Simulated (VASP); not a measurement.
Here is a VASP 6.6.1 calculation.

INCAR

```
ALGO = Normal
EDIFF = 1E-6
ENCUT = 520
GGA = PE
GGA_COMPAT = False
ISIF = 2
ISMEAR = 1
KPAR = 4
LASPH = True
LCHARG = False
LMAXMIX = 4
LORBIT = 11
LREAL = False
LSORBIT = True
LWAVE = False
MAGMOM = 0 0 0 0 0 0
NELM = 80
PREC = Accurate
SIGMA = 0.1
```

KPOINTS

```
k-points
0
Gamma
  14 14 14
```

The input POSCAR:

```
ZrN                                     
1.0
    0.0000000000      2.2769435765      2.2769435765
    2.2769435765      0.0000000000      2.2769435765
    2.2769435765      2.2769435765      0.0000000000
  Zr              N             
     1     1
Direct
     0.5000000000000000    0.5000000000000000    0.5000000000000000
     0.0000000000000000    0.0000000000000000    0.0000000000000000
```

The input KPOINTS_OPT:

```
explicit points
202
Reciprocal
 0.0000000000  0.0000000000  0.0000000000 1
 0.0555555556  0.0000000000  0.0555555556 1
 0.1111111111  0.0000000000  0.1111111111 1
 0.1666666667  0.0000000000  0.1666666667 1
 0.2222222222  0.0000000000  0.2222222222 1
 0.2777777778  0.0000000000  0.2777777778 1
[... 194 lines left out ...]
 0.4909405700  0.0090594300  0.5000000000 1
 0.5090594300 -0.0090594300  0.5000000000 1
```

Potentials or basis: VASP PAW PBE potentials, release 64 (Zr_sv, N).

The run is started by

```sh
$ cat potpaw_PBE.64/Zr_sv/POTCAR potpaw_PBE.64/N/POTCAR > POTCAR
$ mpirun -np 4 vasp_ncl > vasp.out
```

Estimate the pressure.

7.4 GPa.
